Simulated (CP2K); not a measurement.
Runs of CP2K 2026.2 on Na2S. The structure is cubic, space group Fm-3m (No. 225). The conventional cell has a = 6.547 Å, b = 6.547 Å, c = 6.547 Å, α = 90.00°, β = 90.00°, γ = 90.00°. S (site symmetry m-3m) is surrounded by 8 Na at 2.83 Å. Na (site symmetry -43m) has 4 S at 2.83 Å as nearest neighbours. 

```tsv
task	level	potentials or basis	smearing	EPS_DEFAULT	NGRIDS	CUTOFF of the grids	points a segment of the path (NPOINTS)	bands added on the path	gap on the mesh (eV)	pressure (GPa)	V0 of scaled cells (Å³/atom)	B0 (GPa)
equation of state	PBE	POTENTIAL_UZH S GTH-PBE-q6, Na GTH-PBE-q9; TZVP-MOLOPT-PBE-GTH basis	fermi-dirac 0.05 eV	1.0E-10	5	1350 Ry	-	-	-	-	23.97	28
band structure	TB-mBJ	POTENTIAL_UZH S GTH-PBE-q6, Na GTH-PBE-q9; TZVP-MOLOPT-PBE-GTH basis	fermi-dirac 0.01 eV	1.0E-10	5	1400 Ry	6	6	3.13	-	-	-
equation of state	PBEsol	POTENTIAL_UZH S GTH-PBE-q6, Na GTH-PBE-q9; TZVP-MOLOPT-PBE-GTH basis	fermi-dirac 0.01 eV	1.0E-10	5	1350 Ry	-	-	-	-	23.37	29
band structure	PBEsol	POTENTIAL_UZH S GTH-PBE-q6, Na GTH-PBE-q9; TZVP-MOLOPT-PBE-GTH basis	fermi-dirac 0.1 eV	1.0E-9	5	1350 Ry	6	6	(b)	(a)	-	-
band structure	r2SCAN	POTENTIAL_UZH S GTH-SCAN-q6, Na GTH-SCAN-q9; TZVP-MOLOPT-SCAN-GTH basis	fermi-dirac 0.1 eV	1.0E-9	5	1400 Ry	10	4	3.00	(d)	-	-
band structure	LDA	GTH_POTENTIALS S GTH-PADE-q6, Na GTH-PADE-q9; TZVP-MOLOPT-PBE-GTH basis	fermi-dirac 0.05 eV	1.0E-9	4	1350 Ry	8	2	2.16	(c)	-	-
band structure	PBE	POTENTIAL_UZH S GTH-PBE-q6, Na GTH-PBE-q9; TZVP-MOLOPT-PBE-GTH basis	fermi-dirac 0.05 eV	1.0E-10	5	1350 Ry	10	4	2.42	0.7	-	-
single point	PBE	POTENTIAL_UZH S GTH-PBE-q6, Na GTH-PBE-q9; TZVP-MOLOPT-PBE-GTH basis	fermi-dirac 0.05 eV	1.0E-10	5	1350 Ry	-	-	2.42	0.7	-	-
```

Alike in all rows: no spin polarisation; cell as given; k mesh 7 × 7 × 7.

Problem. Estimate the missing entries.

Solution. (a) 0.0; (b) 2.30; (c) -1.8; (d) -0.2.

Caveats: the basis of atomic orbitals isn't converged, which shifts pressures, moduli and gaps; the potentials were made for another functional, which shifts forces and pressure (some runs); this is a model potential without an energy functional, so only levels have meaning (some runs); an odd mesh through Γ misses points on the zone boundary, where band edges often lie (some runs).

Not every run made on this cell is shown here.
